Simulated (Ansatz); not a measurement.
Ag and its substituted relatives

All numbers below come from DFT r2SCAN, scalar-relativistic, plane waves, PAW (Ansatz 0.2.0). Run with 500 eV cutoff, 18×18×10 k-mesh, Gaussian smearing of 0.10 eV, no spin polarisation.

Starting point, cell and atoms relaxed:

```cif
data_structure
_symmetry_space_group_name_H-M 'P6_3/mmc'
_symmetry_Int_Tables_number 194
_cell_length_a 2.9037
_cell_length_b 2.9037
_cell_length_c 4.7475
_cell_angle_alpha 90.000
_cell_angle_beta 90.000
_cell_angle_gamma 120.000
_cell_volume 34.67
loop_
_atom_site_label
_atom_site_type_symbol
_atom_site_symmetry_multiplicity
_atom_site_Wyckoff_symbol
_atom_site_fract_x
_atom_site_fract_y
_atom_site_fract_z
_atom_site_occupancy
Ag1 Ag 2 c 0.33333 0.66667 0.25000 1
```

Each substitution replaces an element on all its sites; cell and atoms are then relaxed within the symmetry of the start. The crystals needn't be the stable forms of their compositions. Lengths are those of the primitive cell. Mesh and smearing follow each crystal's size and gap, and all runs are without spin polarisation.

Energies of formation count from the elements' standard states in the same functional (gases as molecules, bromine and mercury as crystals, carbon as graphite, phosphorus as black phosphorus), at zero temperature and without zero-point motion.

| formula | V (Å³/atom) | a (Å) | b (Å) | c (Å) | gap (eV) | space group | ΔH_f (eV/atom) |
| --- | --- | --- | --- | --- | --- | --- | --- |
| Ag | 17.33 | 2.904 | 2.904 | 4.748 | metal | P6_3/mmc (194) | 0.007 |

Q: One substitution gave 76.50 Å³/atom, a metal and a formation energy of 0.000 eV/atom. Which?
A. Ag→Cd
B. Ag→K

A: B. K.